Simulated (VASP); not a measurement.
Here is a VASP 6.6.1 calculation.

Contents of INCAR:

```
PREC = Accurate ; ENCUT = 600
EDIFF = 1E-7 ; ISMEAR = 1
SIGMA = 0.1 ; LREAL = False
LASPH = True ; NELM = 80
ALGO = Normal ; ISIF = 4
LWAVE = False ; LCHARG = False
GGA = PS ; IBRION = 2
NSW = 40 ; EDIFFG = -0.01
```

The input KPOINTS:

```
Automatic mesh
0
Gamma
  15 15 8
```

Contents of POSCAR:

```
Ti                                      
1.0
    2.9213197775      0.0000000000      0.0000000000
   -1.4606598887      2.5299371399      0.0000000000
    0.0000000000      0.0000000000      4.6053131925
  Ti            
     2
Direct
     0.3333333332999970    0.6666666667000030    0.2500000000000000
     0.6666666667000030    0.3333333332999970    0.7500000000000000
```

Potentials or basis: VASP PAW PBE potentials, release 64 (Ti_sv).

The run is started by

```console
$ cat potpaw_PBE.64/Ti_sv/POTCAR > POTCAR
$ mpirun -np 1 vasp_std > vasp.out
```

Question: What does it give for the band gap on the k mesh?

Answer: None (metal or under the smearing width).

Final structure:
```
Ti
1.0
     2.92132    0.00000    0.00000
    -1.46066    2.52994    0.00000
     0.00000    0.00000    4.60531
Ti
2
Direct
  0.33333 0.66667 0.25000
  0.66667 0.33333 0.75000
```

Caveat: the relaxation stopped at its first step, so nothing moved.
